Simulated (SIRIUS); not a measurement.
Crystal: HgSe.

```
CELL_PARAMETERS angstrom
0.00000 3.03900 3.03900
3.03900 0.00000 3.03900
3.03900 3.03900 0.00000
ATOMIC_POSITIONS crystal
Hg 0.00000 0.00000 0.00000
Se 0.75000 0.75000 0.75000
```

Base run:

| Quantity | Value |
| --- | --- |
| Program | SIRIUS 7.12.0 |
| Functional | PBEsol |
| Potentials or basis | PseudoDojo 0.4.1 PBE standard (scalar relativistic) |
| Cutoff | 1177 eV |
| Density cutoff | 4707 eV |
| k mesh | 6 × 6 × 6 |
| Occupations | fermi-dirac, width 0.05 eV |
| Spin | no spin polarisation |

Its results: band gap on the k mesh 0.00 eV; pressure 1.5 GPa.

**Question.** The run is repeated on the same cell with these changes: functional from PBEsol to LDA; libxc names from ["XC_GGA_X_PBE_SOL", "XC_GGA_C_PBE_SOL"] to ["XC_LDA_X", "XC_LDA_C_PW"]. What comes out?

**Answer.** Band gap on the k mesh 0.00 eV; pressure -0.7 GPa.

Caveats: the potentials were made for another functional, which shifts forces and pressure; spin-orbit coupling is left out, which moves the levels of the heavy elements.

A k mesh can miss the band edges.
